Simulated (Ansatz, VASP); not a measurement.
# One calculation of AlN, two programs

```
Al N
1.0
     3.12989    0.00000   -0.23474
    -1.56494    2.71056    0.11737
    -0.37627    0.00000    4.81628
Al N
2 2
Direct
  0.34113 0.66617 0.99857
  0.67496 0.33383 0.49857
  0.32825 0.67258 0.38643
  0.65566 0.32742 0.88643
```

Change from the starting cell: engineering shear strain xz -0.1500, normal strain along z -0.0400.

Alike in both runs: functional PBE; k mesh 9 × 9 × 6; occupations gaussian, width 0.05 eV; no spin polarisation.

Ansatz relaxed the structure, and its values are those at the end. VASP's run is a single point on that final structure, the one shown.

|  | VASP | Ansatz |
| --- | --- | --- |
| version | VASP 6.6.1 | Ansatz 0.2.0 |
| potentials or method | VASP PAW PBE potentials, release 64 (Al, N) | scalar-relativistic, plane waves, PAW |
| plane-wave cutoff (eV) | 520 | 520 |
| valence electrons in the cell | 16 | 16 |

Ansatz gave:

- gap on the k mesh at the Fermi level (eV): 3.51
- least direct gap on the mesh (eV): 3.51
- pressure (GPa): 8.6

Q: Which values does VASP return?

A: gap on the k mesh at the Fermi level (eV): 3.52; least direct gap on the mesh (eV): 3.52; pressure (GPa): 8.4.

Ansatz warned: «stress_scf_threshold_loose».

Caveats: an odd mesh through Γ misses points on the zone boundary, where band edges often lie.
